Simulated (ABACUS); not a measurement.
# Zn (P6_3/mmc) in ABACUS: further runs, part 2 of 3

ABACUS 3.10.1. The steps go on from the part before.

## 3. Relaxation of cell and atoms, HLE16

Input file run_abacus.py:

```python
"""ABACUS run from a structure file: ASE reads it, the script writes STRU, KPT and INPUT."""
import re
import subprocess
import spglib
from ase import Atoms
from ase.io import read
from ase.units import Bohr

atoms = read("Zn.cif")
cell, frac, numbers = spglib.standardize_cell((atoms.cell[:], atoms.get_scaled_positions(), atoms.numbers), to_primitive=True, symprec=1e-4)
atoms = Atoms(numbers=numbers, cell=cell, scaled_positions=frac, pbc=True)  # the primitive cell
atoms = atoms[(-atoms.numbers).argsort(kind="stable")]  # ABACUS lists atoms element by element
pseudo = {'Zn': 'Zn.upf'}
orbital = {}
magmoms = None
kmesh = [9, 9, 5]
params = {
    'suffix': 'Zn',
    'calculation': 'cell-relax',
    'basis_type': 'pw',
    'pseudo_dir': './',
    'symmetry': 1,
    'dft_functional': 'GGA_XC_HLE16',
    'ecutwfc': 84,
    'pseudo_rcut': 10,
    'nspin': 1,
    'nbands': 24,
    'ks_solver': 'dav',
    'smearing_method': 'fd',
    'smearing_sigma': 0.00367493,
    'scf_thr': 1e-08,
    'scf_nmax': 100,
    'mixing_type': 'broyden',
    'mixing_beta': 0.7,
    'cal_force': 1,
    'cal_stress': 1,
    'relax_nmax': 60,
    'force_thr_ev': 0.02,
    'relax_method': 'cg',
    'out_stru': 1,
    'stress_thr': 1,
    'kpar': 4,
}

symbols = atoms.get_chemical_symbols()
elements = list(dict.fromkeys(symbols))
lines = ["ATOMIC_SPECIES"] + [f"{e} {atoms.get_masses()[symbols.index(e)]:.4f} {pseudo[e]}" for e in elements]
if orbital:
    lines += ["", "NUMERICAL_ORBITAL"] + [orbital[e] for e in elements]
lines += ["", "LATTICE_CONSTANT", f"{1 / Bohr:.10f}", "", "LATTICE_VECTORS"]
lines += [" ".join(f"{x:.10f}" for x in v) for v in atoms.cell]
lines += ["", "ATOMIC_POSITIONS", "Direct"]
for e in elements:
    lines += ["", e, "0.0", str(symbols.count(e))]
    for i, p in enumerate(atoms.get_scaled_positions(wrap=False)):
        if symbols[i] == e:
            mag = "" if magmoms is None else " mag " + " ".join(str(x) for x in (magmoms[i] if isinstance(magmoms[i], list) else [magmoms[i]]))
            lines.append(" ".join(f"{x:.10f}" for x in p) + " 1 1 1" + mag)
open("STRU", "w").write("\n".join(lines) + "\n")
open("KPT", "w").write("K_POINTS\n0\nGamma\n%d %d %d 0 0 0\n" % tuple(kmesh))
open("INPUT", "w").write("INPUT_PARAMETERS\n" + "".join(f"{k:<20s}{v}\n" for k, v in params.items()))

done = subprocess.run(['mpirun', '-np', '4', 'abacus'])
if done.returncode:
    raise SystemExit(done.returncode)
log = open("OUT.Zn/running_cell-relax.log").read()
print("final energy (eV):", re.findall(r"FINAL_ETOT_IS (\S+)", log))
```

Input file Zn.cif:

```cif
data_Zn
_cell_length_a 2.67000000
_cell_length_b 2.67000000
_cell_length_c 4.96600000
_cell_angle_alpha 90.00000000
_cell_angle_beta 90.00000000
_cell_angle_gamma 120.00000000
_space_group_name_H-M_alt 'P6_3/mmc'
_space_group_name_Hall '-P 6c 2c'
_space_group_IT_number 194
loop_
_space_group_symop_operation_xyz
'x,y,z'
'-x,-y,-z'
'x-y,x,z+1/2'
'-x+y,-x,-z+1/2'
'-y,x-y,z'
'y,-x+y,-z'
'-x,-y,z+1/2'
'x,y,-z+1/2'
'-x+y,-x,z'
'x-y,x,-z'
'y,-x+y,z+1/2'
'-y,x-y,-z+1/2'
'-y,-x,-z+1/2'
'y,x,z+1/2'
'-x,-x+y,-z'
'x,x-y,z'
'-x+y,y,-z+1/2'
'x-y,-y,z+1/2'
'y,x,-z'
'-y,-x,z'
'x,x-y,-z+1/2'
'-x,-x+y,z+1/2'
'x-y,-y,-z'
'-x+y,y,z'
loop_
_atom_site_label
_atom_site_type_symbol
_atom_site_symmetry_multiplicity
_atom_site_Wyckoff_symbol
_atom_site_fract_x
_atom_site_fract_y
_atom_site_fract_z
_atom_site_occupancy
Zn1 Zn 2 c 0.6666666667 0.3333333333 0.7500000000 1
```

Potentials or basis: Ansatz NC PBE, plane waves.

On the command line:

```bash
$ OMP_NUM_THREADS=1 python run_abacus.py > log
```

running log:

```text
[... set-up lines left out ...]
 PW ALGORITHM --------------- ION=   1  ELEC=   1--------------------------------

 Density error is 0.520002574036
                          Error Threshold = 0.01
----------------------------------------------------------
     Energy           Rydberg                 eV
----------------------------------------------------------
 E_KohnSham     -859.2306623538      -11690.4329043258
 E_Harris       -840.9642924259      -11441.9061915298
 E_Fermi        0.9262915772         12.6028434598
----------------------------------------------------------

 PW ALGORITHM --------------- ION=   1  ELEC=   2--------------------------------

 Density error is 0.054459085394
                          Error Threshold = 0.00130000643509
----------------------------------------------------------
     Energy           Rydberg                 eV
----------------------------------------------------------
 E_KohnSham     -859.3755834799      -11692.4046574015
 E_Harris       -865.9904470819      -11782.4044938808
 E_Fermi        0.9613972197         13.0804802291
----------------------------------------------------------

 PW ALGORITHM --------------- ION=   1  ELEC=   3--------------------------------

 Density error is 0.000845859543294
                          Error Threshold = 0.000136147713485
----------------------------------------------------------
     Energy           Rydberg                 eV
----------------------------------------------------------
 E_KohnSham     -859.3901788541      -11692.6032376552
 E_Harris       -859.0722368935      -11688.2774153576
 E_Fermi        0.9492422956         12.9151040021
----------------------------------------------------------

 PW ALGORITHM --------------- ION=   1  ELEC=   4--------------------------------

 Density error is 4.45936844362e-05
                          Error Threshold = 2.11464885824e-06
----------------------------------------------------------
     Energy           Rydberg                 eV
----------------------------------------------------------
 E_KohnSham     -859.3906465419      -11692.6096008739
 E_Harris       -859.5422098157      -11694.6717250055
 E_Fermi        0.9485305214         12.9054198185
----------------------------------------------------------

 PW ALGORITHM --------------- ION=   1  ELEC=   5--------------------------------

 Density error is 8.3097682009e-06
                          Error Threshold = 1.1148421109e-07
----------------------------------------------------------
     Energy           Rydberg                 eV
----------------------------------------------------------
 E_KohnSham     -859.3906509496      -11692.6096608437
 E_Harris       -859.4472586353      -11693.3798479202
 E_Fermi        0.9482189628         12.9011808455
----------------------------------------------------------

 PW ALGORITHM --------------- ION=   1  ELEC=   6--------------------------------

 Density error is 5.03657176737e-07
                          Error Threshold = 2.07744205022e-08
----------------------------------------------------------
     Energy           Rydberg                 eV
----------------------------------------------------------
 E_KohnSham     -859.3906532879      -11692.6096926582
 E_Harris       -859.3722040523      -11692.3586779298
 E_Fermi        0.9480204449         12.8984798711
----------------------------------------------------------

 PW ALGORITHM --------------- ION=   1  ELEC=   7--------------------------------

 Density error is 9.43187019578e-09
                          Error Threshold = 1.25914294184e-09
----------------------------------------------------------
     Energy           Rydberg                 eV
----------------------------------------------------------
 E_KohnSham     -859.3906534075      -11692.6096942856
 E_KS(sigma->0) -859.3903160852      -11692.6051047803
 E_Harris       -859.3900602562      -11692.6016240478
 E_band         -91.4600557707       -1244.3778978789
 E_one_elec     -546.7108265742      -7438.3823996991
 E_Hartree      293.4747180264       3992.9283841018
 E_xc           -115.2854932625      -1568.5396051100
 E_Ewald        -490.8683769526      -6678.6068945678
 E_entropy(-TS) -0.0006746446        -0.0091790105
 E_descf        0.0000000000         0.0000000000
 E_exx          0.0000000000         0.0000000000
 E_Fermi        0.9480571958         12.8989798922
----------------------------------------------------------

 charge density convergence is achieved
 final etot is -11692.609694 eV
 EFERMI = 12.898979892 eV

 STATE ENERGY(eV) AND OCCUPATIONS    NSPIN == 1
[... levels at 9 further k points ...]

------------------------------------------------------------------------------------------
 TOTAL-FORCE (eV/Angstrom)
------------------------------------------------------------------------------------------
                       Zn1         0.0000000000         0.0000000000         0.0000000000
                       Zn2         0.0000000000         0.0000000000         0.0000000000
------------------------------------------------------------------------------------------

----------------------------------------------------------------
 TOTAL-STRESS (KBAR)
----------------------------------------------------------------
       -75.2501579841         0.0000000000         0.0000000000
        -0.0000000000       -75.2501579844         0.0000000000
         0.0000000000         0.0000000000      -105.9530941101
----------------------------------------------------------------
 TOTAL-PRESSURE: -85.484470 KBAR
[... 815 lines left out ...]
 5/9 kpoint (Cartesian) = -0.16747 0.09669 0.00000 (2680 pws)
       1    -115.147873       0.029630
       2    -115.146534       0.029630
       3     -69.014185       0.029630
       4     -69.009704       0.029630
       5     -69.006339       0.029630
       6     -68.998416       0.029630
[... 16 lines left out ...]
      23      22.235985       0.000000
      24      22.601097       0.000000

 6/9 kpoint (Cartesian) = -0.04187 0.07252 0.00000 (2707 pws)
       1    -115.150241       0.029630
       2    -115.147188       0.029630
       3     -69.015789       0.029630
       4     -68.998126       0.029630
       5     -68.995436       0.029630
       6     -68.991968       0.029630
[... 16 lines left out ...]
      23      25.322903       0.000000
      24      32.723964       0.000000

[... levels at 3 further k points ...]

------------------------------------------------------------------------------------------
 TOTAL-FORCE (eV/Angstrom)
------------------------------------------------------------------------------------------
                       Zn1         0.0000000000         0.0000000000         0.0000000000
                       Zn2         0.0000000000         0.0000000000         0.0000000000
------------------------------------------------------------------------------------------

----------------------------------------------------------------
 TOTAL-STRESS (KBAR)
----------------------------------------------------------------
        -0.3195814462         0.0000000000         0.0000000000
         0.0000000000        -0.3195814462         0.0000000000
         0.0000000000        -0.0000000000        -0.1237767634
----------------------------------------------------------------
 TOTAL-PRESSURE: -0.254313 KBAR

 Largest gradient in force is 0.000000 eV/A.
 Threshold is 0.020000 eV/A.

 Largest gradient in stress is 0.319581 kbar.
 Threshold is 1.000000 kbar.

 Relaxation is converged!

 --------------------------------------------
 !FINAL_ETOT_IS -11692.8168859511097253 eV
 --------------------------------------------
```

Wall time 52 s (4 MPI ranks of Intel Xeon 6975P-C (Granite Rapids), shared host); peak memory 0.36 GiB.

What came out:

```yaml
Free_energy: -11692.8169 eV
Relaxed_volume: 13.18 Å³/atom
Relaxed_cell: a = 2.654 Å, b = 2.654 Å, c = 4.321 Å, α = 90.00°, β = 90.00°, γ = 120.00°
Space_group_after_relaxing_to_0.05_Å: P6_3/mmc (No. 194)
Energy_gained_by_relaxing: 103.6 meV/atom
Ionic_steps: 9
Pressure_after_relaxing: 0.0 GPa
Band_gap_on_the_k_mesh: none (metal or under the smearing width)
```

The path:
```csv
step,energy change (eV),largest force (eV/Å),pressure (GPa),volume (Å³)
1,0.0000,0.0000,-8.55,30.66
2,-0.1175,0.0000,-0.27,27.05
3,-0.1179,0.0000,0.20,26.87
4,-0.1346,0.0000,-0.12,26.84
5,-0.1670,0.0000,-0.51,26.77
6,-0.2059,0.0000,-0.87,26.59
7,-0.2054,0.0000,-0.61,26.53
8,-0.2034,0.0000,0.94,26.10
9,-0.2072,0.0000,-0.03,26.36
```

Final structure:
```yaml
crystal:
  lattice:
    - [2.65387, 0.00000, 0.00000]
    - [-1.32694, 2.29832, 0.00000]
    - [0.00000, 0.00000, 4.32144]
  atoms:
    - { symbol: Zn, position: [0.66667, 0.33333, 0.75000] }
    - { symbol: Zn, position: [0.33333, 0.66667, 0.25000] }
```

Caveat: the potentials were made for a functional far from this one; the potentials were made for another functional, which shifts forces and pressure; the volume moved by -14 % from the deposited cell, more than functionals usually miss.

[end of part 2 of 3]
